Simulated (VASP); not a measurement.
The system is Au.

```
Au
1.0
     0.00000    2.03500    2.03500
     2.03500    0.00000    2.03500
     2.03500    2.03500    0.00000
Au
1
Direct
  0.00000 0.00000 0.00000
```

- Program: VASP 6.6.1
- Task: relaxation of cell and atoms
- Functional: optPBE-vdW
- Potentials or basis: VASP PAW PBE potentials, release 64 (Au)
- Cutoff: 600 eV
- k mesh: 11 × 11 × 11
- Occupations: fermi-dirac, width 0.05 eV
- Spin: no spin polarisation

At the start: pressure 13.5 GPa; volume 16.85 Å³/atom.

Question: Where does the relaxation end?

Answer: Over 4 steps the energy falls by 53.6 meV/atom and the volume is 18.26 Å³/atom (+8.3 %); space group Fm-3m (No. 225, to 0.05 Å).

The path:
| step | energy change (eV) | largest force (eV/Å) | pressure (GPa) | volume (Å³) |
| --- | --- | --- | --- | --- |
| 1 | 0.0000 | 0.0000 | 13.50 | 16.85 |
| 2 | 0.0396 | 0.0000 | -11.20 | 20.56 |
| 3 | -0.0536 | 0.0000 | -0.32 | 18.29 |
| 4 | -0.0536 | 0.0000 | -0.06 | 18.26 |

Final structure:
```xyz
1
Lattice="0.0000 2.0899 2.0899 2.0899 0.0000 2.0899 2.0899 2.0899 0.0000" Properties=species:S:1:pos:R:3 pbc="T T T"
Au    0.0000    0.0000    0.0000
```

Caveat: the PAW data sets were made with another functional, which shifts forces and pressure a little.
